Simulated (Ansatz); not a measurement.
# Y under strains and displacements

Method: Ansatz 0.2.0, DFT PBE, scalar-relativistic, plane waves, PAW.

Settings: cutoff 420 eV, Γ-centred mesh 12×12×6 on the computed 2-atom cell, Gaussian smearing of 0.10 eV; no spin polarisation.

Reference cell:

```xyz
2
Lattice="3.6515 0.0000 0.0000 -1.8257 3.1623 0.0000 0.0000 0.0000 5.7474" Properties=species:S:1:pos:R:3 pbc="T T T"
Y     0.0000    2.1082    1.4368
Y     1.8257    1.0541    4.3106
```

Each variant moves atoms of this cell by the vectors given, if any (Å), and then applies a symmetric strain (tensor components, Cartesian axes). The reference cell isn't relaxed at this level. Energies are per atom at zero smearing, counted from the lowest variant. Pressure is positive in compression.

1. strain (xx yy zz yz xz xy, %) 1.93 1.88 2.46 0.00 0.00 -1.00; moves: Y1 (0.018, 0.098, 0.000); Y2 (-0.018, -0.098, 0.000)
2. strain (xx yy zz yz xz xy, %) 1.90 3.67 5.78 -1.81 -0.05 0.34; moves: Y1 (0.149, 0.003, 0.018); Y2 (-0.149, -0.003, -0.018)
3. strain (xx yy zz yz xz xy, %) 3.56 6.13 4.67 2.31 -4.00 2.23; moves: Y1 (-0.045, 0.026, -0.085); Y2 (0.045, -0.026, 0.085)

```tsv
result	ΔE (meV/atom)	P (GPa)	largest force (eV/Å)
A	91.4	-4.45	0.40
B	56.9	-3.96	0.31
C	0.0	-2.60	0.24
```

(1) Which variant gave which result?

Results:

(1) A is 3, B is 2, C is 1. The pressure falls as the cell grows: from the smallest volume to the largest the variants are 1, 2, 3.